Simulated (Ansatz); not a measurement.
Steps from a short run of molecular dynamics on a 2×2×2 supercell (16 atoms) of HgS (F-43m), relaxed with r2SCAN; forces from PBEsol in the PAW code Ansatz, 2×2×2 mesh, Fermi-Dirac smearing of 0.146 eV, a Langevin thermostat at fixed volume, set at 1700 K. Spin polarisation is off, nuclei are classical, and the run is far too short for thermal averages.

Cell vectors in Å:
```
0.0000 5.9304 5.9304
5.9304 0.0000 5.9304
5.9304 5.9304 0.0000
```

**Question.** At 2 fs the positions in Å are
```
Hg   0.003   0.007   0.009
S    1.471   1.479   1.469
Hg   2.968   2.967  -0.002
S    4.455   4.443   1.480
Hg   2.964   0.001   2.966
S    4.451   1.501   4.472
Hg   5.925   2.960   2.951
S    7.417   4.438   4.451
Hg  -0.002   2.971   2.971
S    1.485   4.454   4.452
Hg   2.965   5.918   2.971
S    4.461   7.418   4.437
Hg   2.961   2.964   5.924
S    4.459   4.433   7.402
Hg   5.935   5.934   5.929
S    7.401   7.408   7.436
```
What are the forces, and how far does the free energy (smearing included) lie above that of step 0, with the atoms on their sites?

**Answer.** 0.7 meV an atom; forces in eV/Å:
```
Hg  -0.032  -0.029  -0.048
S    0.138   0.047   0.120
Hg   0.007  -0.036  -0.006
S   -0.056   0.023   0.007
Hg   0.044   0.005  -0.004
S   -0.041  -0.136  -0.151
Hg  -0.001   0.028   0.083
S   -0.014   0.056  -0.044
Hg   0.044   0.006  -0.031
S   -0.044  -0.037   0.006
Hg   0.037   0.031  -0.015
S   -0.057  -0.054   0.065
Hg  -0.056  -0.009   0.079
S   -0.076   0.121   0.066
Hg   0.002  -0.014  -0.009
S    0.103  -0.003  -0.117
```

**Question.** At 28 fs the positions in Å are
```
Hg   0.068   0.072   0.096
S    1.341   1.382   1.315
Hg   3.018   2.966  -0.009
S    4.567   4.448   1.468
Hg   2.952  -0.035   2.953
S    4.542   1.650   4.730
Hg   5.887   2.894   2.802
S    7.408   4.398   4.415
Hg   0.013   2.988   3.048
S    1.588   4.564   4.542
Hg   2.953   5.726   2.993
S    4.599   7.436   4.336
Hg   2.890   2.910   5.823
S    4.585   4.338   7.359
Hg   5.964   5.977   5.941
S    7.336   7.318   7.705
```
What are the forces, and how far does the free energy (smearing included) lie above that of step 0, with the atoms on their sites?

**Answer.** 106.7 meV an atom; forces in eV/Å:
```
Hg  -1.667  -1.687  -1.633
S    2.983   2.373   2.506
Hg  -0.130  -0.135  -0.214
S   -0.880  -0.095  -0.116
Hg   0.188  -0.080  -0.112
S    0.014  -0.970  -1.555
Hg  -0.434   0.501   1.034
S    0.200   0.271   0.161
Hg   0.493   0.488  -0.467
S   -0.983  -0.926   0.232
Hg   0.842   0.562  -0.471
S   -0.699  -0.633   0.892
Hg  -0.471   0.258   0.921
S   -0.493   0.706   0.308
Hg   0.050  -0.138  -0.034
S    0.988  -0.495  -1.453
```
